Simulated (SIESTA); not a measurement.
Runs of SIESTA 5.4.2 on PbSe (Clausthalite). The structure is cubic, space group Fm-3m (No. 225). Conventional cell: a = 6.121 Å, b = 6.121 Å, c = 6.121 Å, α = 90.00°, β = 90.00°, γ = 90.00°. Pb (site symmetry m-3m) has 6 Se at 3.06 Å as nearest neighbours. Se (site symmetry m-3m) has 6 Pb at 3.06 Å as nearest neighbours. 

| task | level | potentials or basis | cell | k mesh | force tolerance | broadening (eV) | window to (eV) | optical mesh offset | energy shift | gap on the mesh (eV) | pressure (GPa) |
| --- | --- | --- | --- | --- | --- | --- | --- | --- | --- | --- | --- |
| relaxation of cell and atoms | PBE | PseudoDojo 0.4 standard (PBE files), DZP (energy shift 0.002 Ry) | relaxed | 8 × 8 × 8 | 0.04 eV/Å | - | - | - | 0.002 Ry | (a) | 0.0 |
| single point | PBE | PseudoDojo 0.4 standard (PBE files), DZP (energy shift 0.003 Ry; two zetas on semicore shells) | as given | 8 × 8 × 8 | - | - | - | - | 0.003 Ry | 0.36 | 3.8 |
| optical spectrum | PBE | PseudoDojo 0.4 standard (PBE files), DZP (energy shift 0.002 Ry) | as given | 6 × 6 × 6 | - | 0.1 eV | 40 eV | true | 0.002 Ry | 0.39 | 4.1 |
| band structure | PBE | SG15 1.2 (PBE files) or PseudoDojo by element, DZP (energy shift 0.002 Ry) | as given | 8 × 8 × 8 | - | - | - | - | 0.002 Ry | 0.36 | 3.1 |
| single point | PBE | PseudoDojo 0.4 standard (PBE files), DZP (energy shift 0.003 Ry; two zetas on semicore shells) | atoms moved at random, drawn with an rms of 0.05 Å | 8 × 8 × 8 | - | - | - | - | 0.003 Ry | 0.36 | 3.8 |
| band structure | RPBE | PseudoDojo 0.4 standard (PBE files), DZP (energy shift 0.002 Ry) | as given | 8 × 8 × 8 | - | - | - | - | 0.002 Ry | 0.44 | (b) |

Alike in all rows: no spin polarisation; smearing fermi-dirac 0.05 eV; grid cutoff 500 Ry.

Problem. Estimate the missing entries.

Solution. (a) 0.60; (b) 6.0.

Caveats: spin-orbit coupling is left out, which as a rule narrows the gap of such compounds by several tenths of an eV; the basis of atomic orbitals isn't converged, which shifts pressures, moduli and gaps; semicore shells carry a single zeta, which can move pressures by several GPa and volumes by a few percent (some runs); the basis holds too few empty states to meet the f-sum rule, so the spectrum is short of weight at high energy (some runs); spectra need much finer meshes, so this one isn't converged (some runs); independent-particle spectra lack excitons (some runs); the potentials were made for another functional, which shifts forces and pressure (some runs).

A k mesh can miss the band edges, and the runs leave out spin-orbit coupling on Pb, Se.

The runs don't all hold the same shells in valence.
